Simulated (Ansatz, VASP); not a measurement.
# GeH (Ge wire along [110], 8 atoms a period, H-terminated) in two plane-wave programs

Aim: how closely do two programs agree when they are given the same cell, functional and k mesh? The structure shown is the start of the Ansatz relaxation below; VASP solves that cell, so the two are compared at the walk's first step.

Main program and level: Ansatz 0.2.0; plane waves, with VASP 6.6.1 beside it; single point at PBE.

### 1. Set-up

The cell holds 16 atoms: 8 H and 8 Ge. Its edges and angles: a = 15.801 Å, b = 13.420 Å, c = 4.073 Å, α = 90.0°, β = 90.0°, γ = 90.0°. Vacuum lies along a and b. The structure's axis is c.

Structure file:

```cif
data_structure
_symmetry_space_group_name_H-M 'P 1'
_symmetry_Int_Tables_number 1
_cell_length_a 15.8010
_cell_length_b 13.4200
_cell_length_c 4.0729
_cell_angle_alpha 90.000
_cell_angle_beta 90.000
_cell_angle_gamma 90.000
_cell_volume 863.66
loop_
_atom_site_label
_atom_site_type_symbol
_atom_site_fract_x
_atom_site_fract_y
_atom_site_fract_z
_atom_site_occupancy
H1 H 0.39744 0.74668 0.00000 1
H2 H 0.39744 0.25335 0.00000 1
H3 H 0.21518 0.59493 0.50000 1
H4 H 0.21518 0.40510 0.50000 1
H5 H 0.60258 0.74668 0.50000 1
H6 H 0.60258 0.25335 0.50000 1
H7 H 0.78484 0.59493 0.00000 1
H8 H 0.78484 0.40510 0.00000 1
Ge9 Ge 0.45444 0.34827 0.00000 1
Ge10 Ge 0.27218 0.50002 0.50000 1
Ge11 Ge 0.54558 0.65176 0.50000 1
Ge12 Ge 0.54558 0.34827 0.50000 1
Ge13 Ge 0.63671 0.50002 0.50000 1
Ge14 Ge 0.36331 0.50002 0.00000 1
Ge15 Ge 0.45444 0.65176 0.00000 1
Ge16 Ge 0.72784 0.50002 0.00000 1
```

### 2. Ansatz: relaxation, PBE

Ansatz runs on its PAW soft_1 files.

The two programs are compared at the cell with which this relaxation starts, whose forces are those of its first step.

The input, input.yaml:

```yaml
crystal:
  lattice:
    - [15.801, 0.0, 0.0]
    - [0.0, 13.42, 0.0]
    - [0.0, 0.0, 4.0729350596]
  atoms:
    - { symbol: H, position: [0.3974432, 0.746676929, 0.0] }
    - { symbol: H, position: [0.3974432, 0.253353204, 0.0] }
    - { symbol: Ge, position: [0.454443796, 0.348266369, 0.0] }
    - { symbol: H, position: [0.215176255, 0.594928231, 0.5] }
    - { symbol: H, position: [0.215176255, 0.405101902, 0.5] }
    - { symbol: Ge, position: [0.272176851, 0.500015067, 0.5] }
    - { symbol: Ge, position: [0.545577269, 0.651763765, 0.5] }
    - { symbol: Ge, position: [0.545577269, 0.348266369, 0.5] }
    - { symbol: H, position: [0.602577865, 0.746676929, 0.5] }
    - { symbol: H, position: [0.602577865, 0.253353204, 0.5] }
    - { symbol: Ge, position: [0.636710741, 0.500015067, 0.5] }
    - { symbol: Ge, position: [0.363310323, 0.500015067, 0.0] }
    - { symbol: Ge, position: [0.454443796, 0.651763765, 0.0] }
    - { symbol: Ge, position: [0.727844214, 0.500015067, 0.0] }
    - { symbol: H, position: [0.78484481, 0.594928231, 0.0] }
    - { symbol: H, position: [0.78484481, 0.405101902, 0.0] }
kpoints:
  mp_grid: { grid: [1, 1, 20] }
scf:
  occupations: { method: fermi_dirac, width: 0.05 }
hamiltonian:
  xc: pbe
  pseudopotentials: { kind: paw, azcp: { folder: soft_1 } }
relax:
  cell: { fix: [a, b, alpha, beta, gamma] }
  max_steps: 45
  f_tol: 0.03
```

Launch:

```console
ansatz run input.yaml --threads 4 --pin off --max-ram 16384MiB --backend cpu --events-out ev --progress --plain --runs-dir out
```

Numbers of over 12 decimals in the logs are rounded to 6 here.

The program printed:

```text
Engine: ansatz 0.2.0, aarch64-unknown-linux-gnu
Pseudopotentials: kind: paw
Pseudopotential: H, paw, valence charge 1, recommended cutoff 420 eV (normal), soft_1/H.paw.azcp
Pseudopotential: Ge, paw, valence charge 14, recommended cutoff 420 eV (normal), soft_1/Ge.paw.azcp
Functional definition: PBE
  parameter kappa = 0.804
  parameter beta = 0.066725
  exchange = pbe_x(kappa = kappa, mu = beta*pi^2/3)
  correlation = pbe_c(beta = beta)
Crystal: 16 atoms, lattice volume = 863.664 Å³
Basis set: ecut = 420 eV, 16929 PW (Γ), exchange–correlation on 216×180×60 points (8 copies of the dense FFT grid, shifted against one another)
Bands: 76, of which v1, the nominal top of the filled ones, is band 60 counted from 1 (59 counted from 0)
Symmetry: 8 space group operations
Space group: Pmma (ITA 51), of the structure as read, at distance tolerance 9.5e-5 Å
k-points: 11 of 20
Non-local potential: H, projectors of the file, l = 0: 2, l = 1: 1
Non-local potential: Ge, projectors of the file, l = 0: 2, l = 1: 2, l = 2: 3, l = 3: 1
PAW form: soft (Blöchl's): semilocal exchange-correlation on the pseudo side does not see the compensation charge
PAW one-centre angular grid: H, 110 points (default); XC on 64 Gauss nodes
PAW one-centre angular grid: Ge, 590 points (default); XC on 64 Gauss nodes
Initial density: superposition of atomic densities (neutral atoms: chi_scale 0, normalization atom)
Initial wavefunctions: pseudopotential atomic-orbital guess
Functional: x = pbe(κ = 0.804, μ = 0.219515), c = pbe(β = 0.066725)
SCF iter   1: F=—  HF=-34487.097801 eV  |F-HF|=—  |Δ(HF+E_count)|=         —  Δρ=3.11e-2  dr2=7.04e0  ethr=3.10e-3  ⟨swp⟩=7.3  Hψ=3519  notcnv=0  defer=8
preconditioner: auto → Resta (q_TF=auto, 1.963 Å⁻¹)  ε∞=1.7  [insulator: Δε(μ)=1.871 eV  Ē_g=9.384 eV  σ=0.050 eV  W_gap=1.00  n_scr=110 (ndim 8)  ℏωp=8.0 eV  f_vac=0.620  D(μ)=0.00/eV (n_scr^D=0)  ε∞_Penn≈1.7  vacuum switching on, ρ_ref=6.4e-3 e/Å³]
SCF iter   2: F=—  HF=-34485.500684 eV  |F-HF|=—  |Δ(HF+E_count)|=    1.60e0  Δρ=1.38e-2  dr2=1.62e0  ethr=3.10e-3  ⟨swp⟩=3.0  Hψ=1264  notcnv=0  defer=97
SCF iter   3: F=—  HF=-34485.138380 eV  |F-HF|=—  |Δ(HF+E_count)|=   3.62e-1  Δρ=2.89e-3  dr2=3.09e-1  ethr=1.35e-3  ⟨swp⟩=3.9  Hψ=1138  notcnv=0  defer=97
SCF iter   4: F=—  HF=-34485.077651 eV  |F-HF|=—  |Δ(HF+E_count)|=   6.07e-2  Δρ=1.14e-3  dr2=8.77e-3  ethr=2.57e-4  ⟨swp⟩=3.2  Hψ=1238  notcnv=0  defer=96
SCF iter   5: F=—  HF=-34485.080457 eV  |F-HF|=—  |Δ(HF+E_count)|=   2.81e-3  Δρ=3.20e-4  dr2=1.23e-3  ethr=7.31e-6  ⟨swp⟩=2.3  Hψ=1272  notcnv=0  defer=96
SCF iter   6: F=—  HF=-34485.080730 eV  |F-HF|=—  |Δ(HF+E_count)|=   2.73e-4  Δρ=8.25e-5  dr2=1.37e-4  ethr=1.02e-6  ⟨swp⟩=2.0  Hψ=1295  notcnv=0  defer=96
SCF iter   7: F=—  HF=-34485.080773 eV  |F-HF|=—  |Δ(HF+E_count)|=   4.24e-5  Δρ=2.60e-5  dr2=6.65e-6  ethr=1.14e-7  ⟨swp⟩=2.0  Hψ=1204  notcnv=0  defer=96
SCF iter   8: F=—  HF=-34485.080873 eV  |F-HF|=—  |Δ(HF+E_count)|=   9.98e-5  Δρ=1.22e-5  dr2=1.23e-6  ethr=5.54e-9  ⟨swp⟩=2.0  Hψ=1483  notcnv=0  defer=96
SCF iter   9: F=-34485.080874 eV  HF=-34485.080874 eV  |F-HF|=1.59e-7  |Δ(HF+E_count)|=   1.67e-6  Δρ=3.64e-6  dr2=9.68e-8  ethr=8.33e-11  ⟨swp⟩=3.5  Hψ=3373  notcnv=0
SCF 1 converged in 9 iterations: F = -34485.080874 eV  dr2 = 9.68e-8
  greatest PAW one-centre occupation: 0.998 electrons in one spin orbital (limit 2), on the Ge atom at site 13 (counted from 0), in its partial waves of l = 2
relax step   1: F+E_penalty+E_count = -34485.08087434 eV  Δ(F+E_penalty+E_count) = +0.000e0 eV  max|allowed force component| = 2.562e-1 eV/Å  Δτ_max = 0.0000 Å  P = -0.518 GPa  Ω = 863.664 Å³  fix = [a, b, alpha, beta, gamma]  reactions: a -0.552, b -0.609 GPa  (9 SCF iters, dr2 threshold 1.00e-7 eV, accepted)
[...]
relax step   3: F+E_penalty+E_count = -34485.14915081 eV  Δ(F+E_penalty+E_count) = -2.382e-2 eV  max|allowed force component| = 2.628e-2 eV/Å  Δτ_max = 0.0432 Å  P = -0.047 GPa  Ω = 863.085 Å³  energy of the carried Pulay correction = +7.541e-5 eV  fix = [a, b, alpha, beta, gamma]  reactions: a -0.017, b -0.043 GPa  (6 SCF iters, dr2 threshold 1.60e-6 eV, accepted)
[...]
relax step   4: F+E_penalty+E_count = -34485.15029340 eV  Δ(F+E_penalty+E_count) = -1.143e-3 eV  max|allowed force component| = 3.384e-3 eV/Å  Δτ_max = 0.0058 Å  P = -0.001 GPa  Ω = 860.813 Å³  energy of the carried Pulay correction = +3.722e-4 eV  fix = [a, b, alpha, beta, gamma]  reactions: a -0.001, b +0.004 GPa  (6 SCF iters, dr2 threshold 1.64e-8 eV, accepted)
[...]
relax step   5: F+E_penalty+E_count = -34485.14989837 eV  Δ(F+E_penalty+E_count) = +3.950e-4 eV  max|allowed force component| = 3.426e-3 eV/Å  Δτ_max = 0.0000 Å  P = -0.000 GPa  Ω = 860.813 Å³  fix = [a, b, alpha, beta, gamma]  reactions: a -0.000, b +0.003 GPa  stress off target by 4.38e-3 GPa on what of the cell is left free  SCF on the basis re-selected at this cell (its energy is not comparable with the rows above)  (4 SCF iters)
basis re-selected at this cell: Δ(F+E_penalty+E_count) = +3.950e-4 eV, ΔP = +0.000 GPa vs the last step (what re-selecting the basis moved, of the pressure what is left beyond the Pulay correction that the steps carried, after the strain that the cell walked since its last selection, with what the two solves' SCF thresholds leave and, on support functions, any second-order correction that the steps lacked; it is no m [...]
SCF converged after 4 iterations
Free energy (F): -34485.149898 eV
Harris-Foulkes:  -34485.149898 eV  (|F-HF|=6.55e-11)
Internal energy: -34485.149898 eV  (E = F + TS)
E sigma→0 (E₀):  -34485.149898 eV
Fermi energy:    -1.143978 eV
--- Per-component energies (eV) ---
  E_band       = -2351.694854
  E_kinetic    = 841.650342
  E_local      = -59139.506716  (includes V_loc(G=0)·N_el)
  E_nonlocal   = 1753.086779
  E_hartree    = 28574.952633
  E_xc         = -638.018844
  E_vxc        = -604.293614  (∫ρ·V_xc dr)
  E_paw        = -16119.602772  (= ΣΔE_a)
  E_vpaw       = -2352.529357  (= ΣTr[D̂ρ^β])
  E_aug_tail   = -0.007353  (compensation charges beyond the density's cutoff)
  E_ewald      = 10242.296033
  E_smearing   = -0.000000  (= −TS)
  E_closure    = 0.000000  (closes the sum)
  Σ components = -34485.149898   (vs F -34485.149898, Δ=0.00e0)
--- Forces (eV/Å), atoms counted from 1 ---
  atom   1  H      0.00048012     0.00024811     0.00000000
  atom   2  H      0.00048012    -0.00024811     0.00000000
  atom   3  Ge     0.00015224     0.00008526     0.00000000
  atom   4  H     -0.00158129     0.00011474    -0.00000000
  atom   5  H     -0.00158129    -0.00011474    -0.00000000
  atom   6  Ge     0.00342603     0.00000000     0.00000000
  atom   7  Ge    -0.00015224    -0.00008526    -0.00000000
  atom   8  Ge    -0.00015224     0.00008526    -0.00000000
  atom   9  H     -0.00048012     0.00024811    -0.00000000
  atom  10  H     -0.00048012    -0.00024811    -0.00000000
  atom  11  Ge    -0.00085426    -0.00000000    -0.00000000
  atom  12  Ge     0.00085426     0.00000000     0.00000000
  atom  13  Ge     0.00015224    -0.00008526     0.00000000
  atom  14  Ge    -0.00342603    -0.00000000    -0.00000000
  atom  15  H      0.00158129     0.00011474     0.00000000
  atom  16  H      0.00158129    -0.00011474     0.00000000
  max |Σ_I F_I| component: 6.51e-19 eV/Å
--- Stress (GPa, compression-positive) ---
       -0.000356      -0.000000      -0.000000
       -0.000000       0.003243       0.000000
       -0.000000       0.000000      -0.004378
  P = ⅓ Tr σ = -0.0005 GPa (-0.005 kbar)
--- Relaxed structure (4 steps of the walk, 4 accepted, 1 SCFs on fresh bases) ---
  F+E_penalty+E_count = -34485.14989837 eV   max|allowed force component| = 3.426e-3 eV/Å   (the final SCF, on the basis selected at the relaxed cell)
  cell:  # Å, volume = 860.8129 Å³
    - [15.801, 0, 0]
    - [0, 13.42, 0]
    - [0, 0, 4.059492]
  atoms:
    - { symbol: H, position: [0.399130, 0.742630, 0.0] }
    - { symbol: H, position: [0.399130, 0.257400, 0.0] }
    - { symbol: Ge, position: [0.455876, 0.352093, 0.0] }
    - { symbol: H, position: [0.217864, 0.593013, 0.5] }
    - { symbol: H, position: [0.217864, 0.407017, 0.5] }
    - { symbol: Ge, position: [0.275902, 0.500015, 0.5] }
    - { symbol: Ge, position: [0.544145, 0.647937, 0.5] }
    - { symbol: Ge, position: [0.544145, 0.352093, 0.5] }
    - { symbol: H, position: [0.600891, 0.742630, 0.5] }
    - { symbol: H, position: [0.600891, 0.257400, 0.5] }
    - { symbol: Ge, position: [0.636075, 0.500015, 0.5] }
    - { symbol: Ge, position: [0.363946, 0.500015, 0.0] }
    - { symbol: Ge, position: [0.455876, 0.647937, 0.0] }
    - { symbol: Ge, position: [0.724119, 0.500015, 0.0] }
    - { symbol: H, position: [0.782157, 0.593013, 0] }
    - { symbol: H, position: [0.782157, 0.407017, 0.0] }
```

Reading the cycles: dr2 is the Hartree energy of the density residual (eV), the measure of convergence; HF is the Harris–Foulkes estimate of the energy, which meets the free energy F at convergence.

[end of part 1 of 2]

[Lines on the potential files, build, host, timing and source positions are cut from VASP's logs without a mark.]

[Logs are printed without paths, hosts, clocks, repeated set-up lines and the standing remarks that a program may print on its own settings, such as how far it seeks lower states.]

[Hosts, paths, dates, database ids (printed as entryN), source tags and the programs' standing remarks are cut or masked in the printed files.]
